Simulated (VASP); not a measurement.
# W (Im-3m) in VASP: further runs

One crystal, W, is run at these levels: LDA, PBEsol; tasks: relaxation of cell and atoms.

All numbers are computed with VASP 6.6.1; they aren't measurements. Logs are shortened: lines on timing, memory, paths and dates and some standing lists are left out, and cuts for length are marked.

## (1) The crystal as given

Symmetry: Im-3m, No. 229, cubic system. Conventional cell: a = 3.165 Å, b = 3.165 Å, c = 3.165 Å, α = 90.00°, β = 90.00°, γ = 90.00°. W (site symmetry m-3m) has 8 W at 2.74 Å as nearest neighbours.

## (2) Relaxation of cell and atoms, LDA

The input, INCAR:

```
ALGO = Normal
EDIFF = 1E-7
EDIFFG = -0.01
ENCUT = 600
GGA = CA
IBRION = 2
ISIF = 3
ISMEAR = -1
LASPH = T
LCHARG = F
LREAL = F
LWAVE = F
NELM = 100
NSW = 40
PREC = Accurate
SIGMA = 0.05
```

The input, KPOINTS:

```
k-points
0
Gamma
  12 12 12
```

The input, POSCAR:

```
W
1.0
   -1.5823450000      1.5823450000      1.5823450000
    1.5823450000     -1.5823450000      1.5823450000
    1.5823450000      1.5823450000     -1.5823450000
W
1
Direct
    0.0000000000      0.0000000000      0.0000000000
```

Potentials or basis: VASP PAW LDA potentials, release 64 (W_sv).

Launch:

```
cat potpaw_LDA.64/W_sv/POTCAR > POTCAR
mpirun -np 1 vasp_std > vasp.out
```

OUTCAR:

```text
EDIFF = 1E-7
   EDIFFG = -0.01
   ENCUT = 600
   GGA = CA
   IBRION = 2
   ISIF = 3
   ISMEAR = -1
   LASPH = T
   LREAL = F
   NELM = 100
   NSW = 40
   PREC = Accurate

 ion  position               nearest neighbor table
   1  0.000  0.000  0.000-

  LATTYP: Found a body centered cubic cell.
 ALAT       =     3.1646900000

  Lattice vectors:

 A1 = (  -1.5823450000,   1.5823450000,   1.5823450000)
 A2 = (   1.5823450000,  -1.5823450000,   1.5823450000)
 A3 = (   1.5823450000,   1.5823450000,  -1.5823450000)

Analysis of symmetry for initial positions (statically):
=====================================================================
 Subroutine PRICEL returns:
 Original cell was already a primitive cell.

 Routine SETGRP: Setting up the symmetry group for a
 body centered cubic supercell.

 Subroutine GETGRP returns: Found 48 space group operations
 (whereof 48 operations were pure point group operations)
 out of a pool of 48 trial point group operations.

The static configuration has the point symmetry O_h .

Analysis of symmetry for dynamics (positions and initial velocities):
=====================================================================
 Subroutine PRICEL returns:
 Original cell was already a primitive cell.

 Routine SETGRP: Setting up the symmetry group for a
 body centered cubic supercell.

 Subroutine GETGRP returns: Found 48 space group operations
 (whereof 48 operations were pure point group operations)
 out of a pool of 48 trial point group operations.

The dynamic configuration has the point symmetry O_h .

 Subroutine INISYM returns: Found 48 space group operations
 (whereof 48 operations are pure point group operations),
 and found     1 'primitive' translations

----------------------------------------------------------------------------------------

                                     Primitive cell

  volume of cell :      15.8476

  direct lattice vectors                    reciprocal lattice vectors
    -1.582345000  1.582345000  1.582345000     0.000000000  0.315986716  0.315986716
     1.582345000 -1.582345000  1.582345000     0.315986716  0.000000000  0.315986716
     1.582345000  1.582345000 -1.582345000     0.315986716  0.315986716  0.000000000

  length of vectors
     2.740701935  2.740701935  2.740701935     0.446872699  0.446872699  0.446872699

  position of ions in fractional coordinates (direct lattice)
     0.000000000  0.000000000  0.000000000

  ion indices of the primitive-cell ions
   primitive index   ion index
                 1           1

----------------------------------------------------------------------------------------

 KPOINTS: k-points

Automatic generation of k-mesh.
 Grid dimensions read from file:
 generate k-points for:   12   12   12

 Generating k-lattice:

  Cartesian coordinates                     Fractional coordinates (reciprocal lattice)
     0.000000000  0.026332226  0.026332226     0.083333333  0.000000000  0.000000000
     0.026332226  0.000000000  0.026332226     0.000000000  0.083333333  0.000000000
     0.026332226  0.026332226  0.000000000     0.000000000  0.000000000  0.083333333

  Length of vectors
     0.037239392  0.037239392  0.037239392

  Shift w.r.t. Gamma in fractional coordinates (k-lattice)
     0.000000000  0.000000000  0.000000000

 Subroutine IBZKPT returns following result:
 ===========================================

 Found     72 irreducible k-points:

 Following reciprocal coordinates:
            Coordinates               Weight
  0.000000  0.000000  0.000000      1.000000
  0.083333  0.000000  0.000000     12.000000
  0.166667  0.000000  0.000000     12.000000
  0.250000  0.000000  0.000000     12.000000
  0.333333  0.000000  0.000000     12.000000
  0.416667  0.000000  0.000000     12.000000
[... 16 lines left out ...]
  0.333333  0.083333  0.083333     24.000000
  0.416667  0.083333  0.083333     12.000000
 [... further k-points ...]
   k-points           NKPTS =     72   k-points in BZ     NKDIM =     72   number of bands    NBANDS=     11
   number of dos      NEDOS =    301   number of ions     NIONS =      1
   total plane-waves  NPLWV =  13824
   dimension x,y,z NGX =    24 NGY =   24 NGZ =   24
   dimension x,y,z NGXF=    48 NGYF=   48 NGZF=   48
   ions per type =               1
   NGX,Y,Z   is equivalent  to a cutoff of  14.56, 14.56, 14.56 a.u.
   NGXF,Y,Z  is equivalent  to a cutoff of  29.12, 29.12, 29.12 a.u.
 SYSTEM =  unknown system
   PREC   = accura    normal or accurate (medium, high low for compatibility)
   ISTART =      0    job   : 0-new  1-cont  2-samecut
   ICHARG =      2    charge: 1-file 2-atom 10-const
   ISPIN  =      1    spin polarized calculation?
   LNONCOLLINEAR =      F non collinear calculations
   LSORBIT =      F    spin-orbit coupling
   LASPH  =      T    aspherical Exc in radial PAW
   ENCUT  =  600.0 eV  44.10 Ry    6.64 a.u.   5.47  5.47  5.47*2*pi/ulx,y,z
   NELM   =    100;   NELMIN=  2; NELMDL= -5     # of ELM steps
   EDIFF  = 0.1E-06   stopping-criterion for ELM
   LREAL  =      F    real-space projection
   EDIFFG = -.1E-01   stopping-criterion for IOM
   NSW    =     40    number of steps for IOM
   IBRION =      2    ionic relax: 0-MD 1-quasi-New 2-CG
   NFREE  =      1    steps in history (QN), initial steepest desc. (CG)
   ISIF   =      3    stress and relaxation
   ISYM   =      2    0-nonsym 1-usesym 2-fastsym
   POTIM  = 0.5000    time-step for ionic-motion
   TEBEG  =    0.0;   TEEND  =   0.0 temperature during run
   PSTRESS=    0.0 pullay stress
   NELECT =      14.0000    total number of electrons
   NUPDOWN=      -1.0000    fix difference up-down
   EMIN   =  10.00;   EMAX   =-10.00  energy-range for DOS
   EFERMI =   0.00;   METHOD = LEGACY
   ISMEAR =    -1;   SIGMA  =   0.05  broadening in eV -4-tet -1-fermi 0-gaus
   EFERMI_NEDOS =   21; number of points for ismear=-14 and -15
   IALGO  =     38    algorithm
   IMIX   =      4    mixing-type and parameters
     AMIX     =   0.40;   BMIX     =  1.00
     AMIX_MAG =   1.60;   BMIX_MAG =  1.00
  volume/ion in A,a.u.               =      15.85       106.94
  Fermi-wavevector in a.u.,A,eV,Ry     =   1.570832  2.968442 33.572544  2.467512
  Thomas-Fermi vector in A             =   2.672506
   LORBIT       =      0    0 simple, 1 ext, 2 COOP (PROOUT), +10 PAW based schemes
   GGA     = CA    functional components
   LHFCALC =     F    Hartree Fock is set to
   AEXX    =    0.0000 exact exchange contribution
   IVDW    =     0    specifies the selected vdW correction
   LEPSILON=     F    determine dielectric tensor
   LRPA    =     F    only Hartree local field effects (RPA)
 conjugate gradient relaxation of ions
 non-spin polarized calculation
  energy-cutoff  :      600.00
  volume of cell :       15.85
 maximum number of plane-waves:       543
 NGX is ok and might be reduce to    24
   NGX = 11   NGY = 11   NGZ = 11

--------------------------------------- Ionic step        1  -------------------------------------------

 number of electron      14.0000001 magnetization

 Free energy of the ion-electron system (eV)
  ---------------------------------------------------
  ext. energy  EPLUGINS =         0.00000000
  ---------------------------------------------------
  free energy    TOTEN  =       -14.09943260 eV

  energy without entropy =      -14.09413112  energy(sigma->0) =      -14.09678186

------------------------ aborting loop because EDIFF is reached ----------------------------------------

  FORCE on cell =-STRESS in cart. coord.  units (eV):
  Direction    XX          YY          ZZ          XY          YZ          ZX
  --------------------------------------------------------------------------------------
  -------------------------------------------------------------------------------------
  Total       -0.7120984     -0.7120984     -0.7120984     -0.0000000      0.0000000     -0.0000000
  in kB      -71.9924655    -71.9924655    -71.9924655     -0.0000000      0.0000000     -0.0000000
  external PRESSURE =     -71.9924655 kB  Pullay stress =       0.0000000 kB
[... 90 lines left out ...]
  energy  without entropy=      -14.1024553031  energy(sigma->0) =      -14.10504730

--------------------------------------- Ionic step        4  -------------------------------------------

 number of electron      14.0000000 magnetization

 Free energy of the ion-electron system (eV)
  ---------------------------------------------------
  ext. energy  EPLUGINS =         0.00000000
  ---------------------------------------------------
  free energy    TOTEN  =       -14.10764751 eV

  energy without entropy =      -14.10246782  energy(sigma->0) =      -14.10505766

 E-fermi :  11.6379     XC(G=0): -13.9579

 val. band max:       11.6170982444   @ k =   0.4167   0.0000   0.0000
 cond. band min:      11.6819911172   @ k =   0.1667   0.0000   0.0000
 fundamental gap:      0.0648928727
 Fermi energy:        11.6379287386

 k-point     1 :       0.0000    0.0000    0.0000
  band No.  band energies     occupation
      1     -62.0464      2.00000
      2     -25.8185      2.00000
      3     -25.8185      2.00000
      4     -25.8185      2.00000
      5       1.9872      2.00000
      6      10.3669      2.00000
      7      10.3669      2.00000
      8      10.3669      2.00000
      9      13.9050      0.00000
     10      13.9050      0.00000
     11      26.2837      0.00000
[... 309 lines left out ...]
 k-point    24 :       0.4167    0.0833    0.0833
  band No.  band energies     occupation
      1     -61.8902      2.00000
      2     -27.1403      2.00000
      3     -26.3428      2.00000
      4     -25.9233      2.00000
      5       5.9422      2.00000
      6       7.9394      2.00000
      7      11.5558      1.67592
      8      14.0773      0.00000
      9      14.8556      0.00000
     10      19.3492      0.00000
     11      21.9184      0.00000

 [... further k-points ...]

------------------------ aborting loop because EDIFF is reached ----------------------------------------

  FORCE on cell =-STRESS in cart. coord.  units (eV):
  Direction    XX          YY          ZZ          XY          YZ          ZX
  --------------------------------------------------------------------------------------
  -------------------------------------------------------------------------------------
  Total       -0.0042064     -0.0042064     -0.0042064      0.0000000      0.0000000      0.0000000
  in kB       -0.4351102     -0.4351102     -0.4351102      0.0000000      0.0000000      0.0000000
  external PRESSURE =      -0.4351102 kB  Pullay stress =       0.0000000 kB
[... 16 lines left out ...]
  FREE ENERGIE OF THE ION-ELECTRON SYSTEM (eV)
  ---------------------------------------------------
  free  energy   TOTEN  =       -14.1076475088 eV

  energy  without entropy=      -14.1024678178  energy(sigma->0) =      -14.10505766

 reached required accuracy - stopping structural energy minimisation
```

Run time: 11 s. Hardware: 1 thread of Intel Xeon 6975P-C (Granite Rapids), shared host; peak memory 0.15 GiB.

Results:

```yaml
Free_energy: -14.1076 eV
Relaxed_volume: 15.49 Å³/atom
Relaxed_cell: a = 2.720 Å, b = 2.720 Å, c = 2.720 Å, α = 109.47°, β = 109.47°, γ = 109.47°
Space_group_after_relaxing_to_0.05_Å: Im-3m (No. 229)
Energy_gained_by_relaxing: 8.2 meV/atom
Ionic_steps: 4
Pressure_after_relaxing: 0.0 GPa
Band_gap_on_the_k_mesh: none (metal or under the smearing width)
```

The path:
| step | energy change (eV) | largest force (eV/Å) | pressure (GPa) | volume (Å³) |
| --- | --- | --- | --- | --- |
| 1 | 0.0000 | 0.0000 | -7.20 | 15.85 |
| 2 | 0.1043 | 0.0000 | 31.80 | 14.27 |
| 3 | -0.0082 | 0.0000 | -0.24 | 15.50 |
| 4 | -0.0082 | 0.0000 | -0.04 | 15.49 |

Final structure:
```
W
1.0
    -1.57032    1.57032    1.57032
     1.57032   -1.57032    1.57032
     1.57032    1.57032   -1.57032
W
1
Cartesian
  0.0000 0.0000 0.0000
```

## (3) Relaxation of cell and atoms, PBEsol

The input, INCAR:

```
PREC = Accurate ; ENCUT = 600
EDIFF = 1E-7 ; ISMEAR = -1
SIGMA = 0.05 ; LREAL = False
LASPH = True ; NELM = 80
ALGO = Fast ; ISIF = 3
LWAVE = False ; LCHARG = False
GGA = PS ; IBRION = 2
NSW = 60 ; EDIFFG = -0.01
```

The input, KPOINTS:

```
Automatic mesh
0
Gamma
  12 12 12
```

POSCAR is that of step 2.

Potentials or basis: VASP PAW PBE potentials, release 64 (W_sv).

Launch:

```
cat potpaw_PBE.64/W_sv/POTCAR > POTCAR
mpirun -np 1 vasp_std > vasp.out
```

Wall time 14 s (1 thread of Intel Xeon 6975P-C (Granite Rapids), shared host); peak memory 0.16 GiB.

It converged, with:

| Item | Value |
| --- | --- |
| Free energy | -13.8070 eV |
| Relaxed volume | 15.73 Å³/atom |
| Relaxed cell | a = 2.734 Å, b = 2.734 Å, c = 2.734 Å, α = 109.47°, β = 109.47°, γ = 109.47° |
| Space group after relaxing (to 0.05 Å) | Im-3m (No. 229) |
| Energy gained by relaxing | 0.8 meV/atom |
| Ionic steps | 3 |
| Pressure after relaxing | 0.0 GPa |
| Band gap on the k mesh | none (metal or under the smearing width) |

The path:
| step | energy change (eV) | largest force (eV/Å) | pressure (GPa) | volume (Å³) |
| --- | --- | --- | --- | --- |
| 1 | 0.0000 | 0.0000 | -2.31 | 15.85 |
| 2 | 0.0099 | 0.0000 | 8.76 | 15.33 |
| 3 | -0.0008 | 0.0000 | -0.02 | 15.73 |

Final structure:
```
CELL_PARAMETERS angstrom
-1.57851 1.57851 1.57851
1.57851 -1.57851 1.57851
1.57851 1.57851 -1.57851
ATOMIC_POSITIONS crystal
W 0.00000 0.00000 0.00000
```

Levels at points of the mesh, in eV from the Fermi level:
| k point | band 3 | band 4 | band 5 | band 6 | band 7 | band 8 | band 9 | band 10 | band 11 |
| --- | --- | --- | --- | --- | --- | --- | --- | --- | --- |
| (0.00, 0.00, 0.00) | -37.60 | -37.60 | -9.61 | -1.17 | -1.17 | -1.17 | 2.33 | 2.33 | 14.64 |
| (0.50, 0.00, 0.00) | -38.03 | -37.61 | -6.26 | -3.53 | 0.80 | 2.24 | 3.22 | 6.32 | 11.60 |
| (0.50, 0.50, 0.50) | -38.53 | -38.53 | -5.83 | -5.83 | 5.31 | 5.31 | 5.31 | 8.40 | 8.40 |

Caveat: the PAW data sets were made with another functional, which shifts forces and pressure a little. Spin-orbit coupling is left out, which matters for the levels of W.

## (4) The reference run

An earlier run on the cell as given: functional PBE; potentials or basis VASP PAW PBE potentials, release 64 (W_sv); cutoff 520 eV; k mesh 12 × 12 × 12; occupations fermi-dirac, width 0.05 eV; no spin polarisation.

* Pressure: 6.4 GPa
* Band gap on the k mesh: none (metal or under the smearing width)

## (5) The runs side by side

```tsv
task	level	potentials or basis	cell	cutoff (eV)	gap on the mesh (eV)	pressure (GPa)	relaxed volume (Å³/atom)
relaxation of cell and atoms	LDA	VASP PAW LDA potentials, release 64 (W_sv)	relaxed	600	none	0.0	15.49
relaxation of cell and atoms	PBEsol	VASP PAW PBE potentials, release 64 (W_sv)	relaxed	600	none	0.0	15.73
single point	PBE	VASP PAW PBE potentials, release 64 (W_sv)	as given	520	none	6.4	-
```

Alike in all rows: no spin polarisation; k mesh 12 × 12 × 12; smearing fermi-dirac 0.05 eV.

Caveats: the PAW data sets were made with another functional, which shifts forces and pressure a little (some runs).

Absolute energies hang on the potentials; compare differences alone.
